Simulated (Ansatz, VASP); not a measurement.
**One calculation of ZnAu, two programs**

The input INCAR:

```
ALGO = Normal ; EDIFF = 1E-6
ENCUT = 520 ; GGA = PS
ISIF = 2 ; ISMEAR = -1
LASPH = True ; LCHARG = False
LREAL = False ; LWAVE = False
NBANDS = 18 ; NELM = 100
PREC = Accurate ; SIGMA = 0.05
```

Contents of KPOINTS:

```
k-points
0
Gamma
  8 8 8
```

The input POSCAR:

```
ZnAu
1.0
    3.0827574841      0.0000000000      0.0000000000
    0.0000000000      3.0827574841      0.0000000000
    0.0000000000      0.0000000000      3.0827574841
Au Zn
1 1
Direct
    0.0000000000      0.0000000000      0.0000000000
    0.5000000000      0.5000000000      0.5000000000
```

File input.yaml:

```yaml
crystal:
  lattice:
    - [3.0827574841, 0.0, 0.0]
    - [0.0, 3.0827574841, 0.0]
    - [0.0, 0.0, 3.0827574841]
  atoms:
    - { symbol: Au, position: [0.0, 0.0, 0.0] }
    - { symbol: Zn, position: [0.5, 0.5, 0.5] }
kpoints:
  mp_grid: { grid: [8, 8, 8] }
scf:
  occupations: { method: fermi_dirac, width: 0.05 }
hamiltonian:
  xc: pbesol
  pseudopotentials: { kind: all_electron, lapw: { basis_error: 0.0005 } }
output:
  forces: true
  stress: true
  eigenvalues: true
```

Change from the starting cell: volume scaled by 0.94.

Alike in both runs: task single point; functional PBEsol; k mesh 8 × 8 × 8; occupations fermi-dirac, width 0.05 eV; no spin polarisation.

|  | VASP | Ansatz |
| --- | --- | --- |
| version | VASP 6.6.1 | Ansatz 0.2.0 |
| potentials or method | VASP PAW PBE potentials, release 64 (Au, Zn) | all-electron LAPW, scalar-relativistic |
| plane-wave cutoff (eV) | 520 | see its input |

Ansatz gave:

| Quantity | Value |
| --- | --- |
| gap on the k mesh at the Fermi level (eV) | none |
| pressure (GPa) | 7.4 |

Question: Which values does VASP return?

Answer: gap on the k mesh at the Fermi level (eV): none; pressure (GPa): 7.6.

A gap of «none» marks a metal or a gap that the smearing closes. Ansatz ran all-electron here, so the differences hold the error of VASP's frozen core and of both bases.

Caveats: the PAW data sets were made with another functional, which shifts forces and pressure a little (VASP). The runs have no spin-orbit coupling, so splittings on Au are missing.
